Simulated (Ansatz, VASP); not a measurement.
Two plane-wave programs on AlP

```xyz
6
Lattice="3.8681 0.0000 0.0000 0.0000 5.4703 0.0000 0.0000 0.0000 18.8681" Properties=species:S:1:pos:R:3 pbc="T T T"
Al    1.9341    2.7352    7.5000
Al    0.0000    0.0000    9.4341
Al    1.9341    2.7352   11.3681
P     0.0000    4.1028    7.5000
P     1.9341    1.3676    9.4341
P     0.0000    4.1028   11.3681
```

Alike in both runs: task single point; functional PBEsol; k mesh 7 × 5 × 1; occupations gaussian, width 0.05 eV; no spin polarisation.

|  | VASP | Ansatz |
| --- | --- | --- |
| version | VASP 6.6.1 | Ansatz 0.2.0 |
| potentials or method | VASP PAW PBE potentials, release 64 (Al, P) | scalar-relativistic, plane waves, PAW |
| plane-wave cutoff (eV) | 520 | 420 |
| valence electrons in the cell | 24 | 24 |

VASP gave:

* gap on the k mesh at the Fermi level (eV): 0.23
* least direct gap on the mesh (eV): 0.28
* rms of the force components (eV/Å): 0.876

Q: Which values does Ansatz return?

A: gap on the k mesh at the Fermi level (eV): 0.22; least direct gap on the mesh (eV): 0.28; rms of the force components (eV/Å): 0.874.

Caveats: the PAW data sets were made with another functional, which shifts forces and pressure a little (VASP).
